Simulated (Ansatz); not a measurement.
Relaxing V

These are results of Ansatz, DFT PBE, scalar-relativistic, plane waves, PAW, not measurements. Run with 420 eV cutoff, 18×18×18 k-mesh, Gaussian smearing of 0.10 eV, no spin polarisation.

What was changed: biaxial strain in the a-b plane, c and atoms relaxed: -6.0 %.

Command:

```bash
ansatz run input.yaml --threads 1 --pin off --max-ram 2560MiB --backend cpu --events-out ev --progress --plain --runs-dir out
```

Input:

```yaml
crystal:
  lattice:
    - [2.8173446401, 0.0, 0.0]
    - [0.0, 2.8173446401, 0.0]
    - [0.0, 0.0, 3.1050734544]
  atoms:
    - { symbol: V, position: [0.0, 0.0, 0.0] }
    - { symbol: V, position: [0.5, 0.5, 0.5] }
basis:
  ecutwfc: 420
kpoints:
  mp_grid: { grid: [18, 18, 18] }
hamiltonian:
  xc: pbe
scf:
  occupations: { method: gaussian, width: 0.1 }
output:
  forces: true
  stress: true
  eigenvalues: true
  write_density: true
  write_potential: true
  elf: true
  volumetric_format: npy
relax:
  adjacent_minimum: "off"
  f_tol: 0.008
  max_steps: 40
  cell: { stress_tol: 0.015, fix: [a, b, gamma] }
```

F is the free energy. Steps run on the plane waves of an earlier cell, but the last one, and at times one on the way, on a freshly chosen basis, so a repeated geometry can differ a little in energy. The held parts of the cell keep their stress, so P needn't end at zero.

Steps:

```tsv
step	F − F(1) (eV)	largest force component (eV/Å)	V (Å³/atom)	P (GPa)
1	0.0000	0.000	12.323	19.81
2	-0.0233	0.000	12.647	14.10
3	-0.0248	0.000	12.750	12.44
4	-0.0248	0.000	12.764	12.21
5	-0.0254	0.000	12.764	12.22
6	-0.0254	0.000	12.766	12.19
7	-0.0254	0.000	12.766	12.19
```

Relaxed structure:

```cif
data_structure
_symmetry_space_group_name_H-M 'P 1'
_symmetry_Int_Tables_number 1
_cell_length_a 2.8173
_cell_length_b 2.8173
_cell_length_c 3.2167
_cell_angle_alpha 90.000
_cell_angle_beta 90.000
_cell_angle_gamma 90.000
_cell_volume 25.53
loop_
_atom_site_label
_atom_site_type_symbol
_atom_site_fract_x
_atom_site_fract_y
_atom_site_fract_z
_atom_site_occupancy
V1 V 0.00000 0.00000 0.00000 1
V2 V 0.50000 0.50000 0.50000 1
```

It takes space group I4/mmm (No. 139, tetragonal). The conventional cell has a = 2.817 Å, b = 2.817 Å, c = 3.217 Å, α = 90.00°, β = 90.00°, γ = 90.00°. Around V (site symmetry 4/mmm) lie 12 V at 2.56 to 2.82 Å.

The run converged. Time: 90 s on 1 thread of Intel(R) Xeon(R) Platinum 8259CL CPU @ 2.50GHz (Skylake/Cascade Lake), on a shared host, peak memory 0.57 GiB.